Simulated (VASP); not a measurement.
# KBr: convergence, deformation potentials

KBr, Fm-3m (no. 225), 2 atoms in the cell. PBE, strained cells; PAW potentials Br, K_sv (PBE set). VASP 6.6.1.

Wanted: gap against ln V within 0.1 eV.

The series start from Relative volume step: 0.02; Cutoff (eV): 330; k-point spacing (1/Å): 0.3. Each series keeps the choices made before it, and each single choice may use up half of a tolerance. Times cover all steps of a run.

## Relative volume step

| Relative volume step | Gap against ln V (eV) | Time (s) |
|---|---|---|
| 0.06 | -2.55 | 26 |
| 0.02 | -2.54 | 29 |
| 0.01 (reference) | -2.54 | 26 |

Chosen: 0.06, the loosest value from which every tighter one stays within half of the tolerance.

## Cutoff (eV)

| Cutoff (eV) | Gap against ln V (eV) | Time (s) |
|---|---|---|
| 200 | -2.58 | 20 |
| 330 | -2.55 | 26 |
| 420 (reference) | -2.55 | 29 |

Chosen: 200.

## k-point spacing (1/Å)

| k-point spacing (1/Å) | Gap against ln V (eV) | Time (s) |
|---|---|---|
| 0.7 | -2.59 | 16 |
| 0.3 | -2.58 | 20 |
| 0.2 (reference) | -2.58 | 27 |

Chosen: 0.7.

## All choices together

| Input | Gap against ln V (eV) | Time (s) |
|---|---|---|
| quick settings (naive) | -2.80 | 15 |
| chosen settings | -2.59 | 16 |
| reference settings throughout | -2.53 | 45 |

The tolerance is met.

## The input

INCAR.step1:
```
ALGO = Normal
EDIFF = 1E-7
EDIFFG = -0.005
ENCUT = 390
IBRION = 2
ISIF = 3
ISMEAR = 0
KPAR = 4
LASPH = T
LCHARG = F
LREAL = F
LWAVE = F
NELM = 100
NSW = 30
PREC = Accurate
SIGMA = 0.05
```

INCAR.step2:
```
ALGO = Normal
EDIFF = 1E-6
ENCUT = 200
ISMEAR = 0
KPAR = 4
LASPH = T
LCHARG = F
LREAL = F
LWAVE = F
NELM = 100
PREC = Accurate
SIGMA = 0.05
```

INCAR.step7, as INCAR.step2 but for:
```
+ EDIFFG = -0.005
+ IBRION = 2
+ NSW = 15
```

KPOINTS.step1:
```
k-points
0
Gamma
  6 6 6
```

KPOINTS.step2:
```
Automatic mesh
0
Gamma
  3 3 3
  0 0 0
```

POSCAR.step1:
```
KBr
1.0
    0.0000000000      3.3000000000      3.3000000000
    3.3000000000      0.0000000000      3.3000000000
    3.3000000000      3.3000000000      0.0000000000
Br K
1 1
Direct
    0.5000000000      0.5000000000      0.5000000000
    0.0000000000      0.0000000000      0.0000000000
```

POSCAR.step2:
```
KBr
1.0
    0.0000000000      3.3524525119      3.3524525119
    3.3524525119      0.0000000000      3.3524525119
    3.3524525119      3.3524525119      0.0000000000
Br K
1 1
Direct
    0.5000000000      0.5000000000      0.5000000000
    0.0000000000      0.0000000000      0.0000000000
```

POSCAR.step3:
```
KBr
1.0
    0.0000000000      3.4182035677      3.4182035677
    3.4182035677      0.0000000000      3.4182035677
    3.4182035677      3.4182035677      0.0000000000
Br K
1 1
Direct
    0.5000000000      0.5000000000      0.5000000000
    0.0000000000      0.0000000000      0.0000000000
```

POSCAR.step4:
```
KBr
1.0
    0.0000000000      3.2840159108      3.2840159108
    3.2840159108      0.0000000000      3.2840159108
    3.2840159108      3.2840159108      0.0000000000
Br K
1 1
Direct
    0.5000000000      0.5000000000      0.5000000000
    0.0000000000      0.0000000000      0.0000000000
```

POSCAR.step5:
```
KBr
1.0
    0.0000000000      3.3021657242      3.4530260873
    3.3021657242      0.0000000000      3.4530260873
    3.3021657242      3.3021657242      0.0000000000
Br K
1 1
Direct
    0.5000000000      0.5000000000      0.5000000000
    0.0000000000      0.0000000000      0.0000000000
```

POSCAR.step6:
```
KBr
1.0
    0.0000000000      3.4027392996      3.2518789366
    3.4027392996      0.0000000000      3.2518789366
    3.4027392996      3.4027392996      0.0000000000
Br K
1 1
Direct
    0.5000000000      0.5000000000      0.5000000000
    0.0000000000      0.0000000000      0.0000000000
```

POSCAR.step7:
```
KBr
1.0
    0.1005735754      3.4027392996      3.4027392996
    3.4027392996      0.1005735754      3.4027392996
    3.4027392996      3.4027392996      0.1005735754
Br K
1 1
Direct
    0.5000000000      0.5000000000      0.5000000000
    0.0000000000      0.0000000000      0.0000000000
```

POSCAR.step8:
```
KBr
1.0
   -0.1005735754      3.3021657242      3.3021657242
    3.3021657242     -0.1005735754      3.3021657242
    3.3021657242      3.3021657242     -0.1005735754
Br K
1 1
Direct
    0.5000000000      0.5000000000      0.5000000000
    0.0000000000      0.0000000000      0.0000000000
```

Commands (each step's output is kept before the next begins):
```
cat potpaw_PBE.64/Br/POTCAR potpaw_PBE.64/K_sv/POTCAR > POTCAR
cp INCAR.step1 INCAR
cp KPOINTS.step1 KPOINTS
cp POSCAR.step1 POSCAR
mpirun -np 4 vasp_std > vasp.out
rm WAVECAR CHG
cp INCAR.step2 INCAR
cp KPOINTS.step2 KPOINTS
cp POSCAR.step2 POSCAR
mpirun -np 4 vasp_std > vasp.out
rm WAVECAR CHG
cp POSCAR.step3 POSCAR
mpirun -np 4 vasp_std > vasp.out
rm WAVECAR CHG
cp POSCAR.step4 POSCAR
mpirun -np 4 vasp_std > vasp.out
rm WAVECAR CHG
cp POSCAR.step5 POSCAR
mpirun -np 4 vasp_std > vasp.out
rm WAVECAR CHG
cp POSCAR.step6 POSCAR
mpirun -np 4 vasp_std > vasp.out
rm WAVECAR CHG
cp INCAR.step7 INCAR
cp POSCAR.step7 POSCAR
mpirun -np 4 vasp_std > vasp.out
rm WAVECAR CHG
cp POSCAR.step8 POSCAR
mpirun -np 4 vasp_std > vasp.out
```

Limits: b and d are read from the valence top without spin-orbit coupling.

The chosen input took VASP 6.6.1 16 s on 4 cores (AMD EPYC 9R45 (Zen 5)), a shared host.
